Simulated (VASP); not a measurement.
## Results of a VASP single-point calculation on MoS₂ (2H (MoS2) bulk)

POSCAR

```
Mo S
 1.0000000000000000
     3.1730199292960006    0.0000000000290864    0.0000000000000000
    -1.5865099646731897    2.7479158654700968    0.0000000000000000
     0.0000000000000000    0.0000000000000000   12.4358959592203853
 Mo  S
   2   4
Cartesian
 -0.0000000000167932  1.8319439103230932  3.1089739898050963
  1.5865099646396041  0.9159719551760900  9.3269219694152898
  1.5865099646396041  0.9159719551760900  4.6646987568535261
  1.5865099646396041  0.9159719551760900  1.5532492227566661
 -0.0000000000167932  1.8319439103230932 10.8826467364637232
 -0.0000000000167932  1.8319439103230932  7.7711972023668601
```

The gap between bands v and c is 0.94 eV and the least direct gap is 1.64 eV. The largest force is 0.10 eV/Å.

Band v is the last that the valence electrons fill when counted band by band, and c is the next. Levels in eV from the top of v:

```csv
point,v−1,v,c,c+1
Γ,-1.08,0.00,2.11,2.11
M,-1.37,-1.26,1.60,1.64
K,-0.75,-0.61,1.03,1.03
A,-0.27,-0.27,2.12,2.12
L,-1.31,-1.31,1.62,1.62
H,-0.69,-0.69,1.03,1.03
```

Q: Which of these levels of theory gave these results?
A. PBE0
B. PBE
C. PBE with spin–orbit coupling
D. r²SCAN
E. HSE06
F. LDA
G. PBEsol

A: B.

The INCAR was:

```
ISIF = 2
LWAVE = .FALSE.
LELF = .TRUE.
EDIFF = 1E-7
ISMEAR = -1
LCHARG = .TRUE.
NELM = 120
LASPH = .TRUE.
GGA = PE
ENCUT = 520
IBRION = -1
LREAL = .FALSE.
SIGMA = 0.02
PREC = Accurate
NSW = 0
NBANDS = 35
```
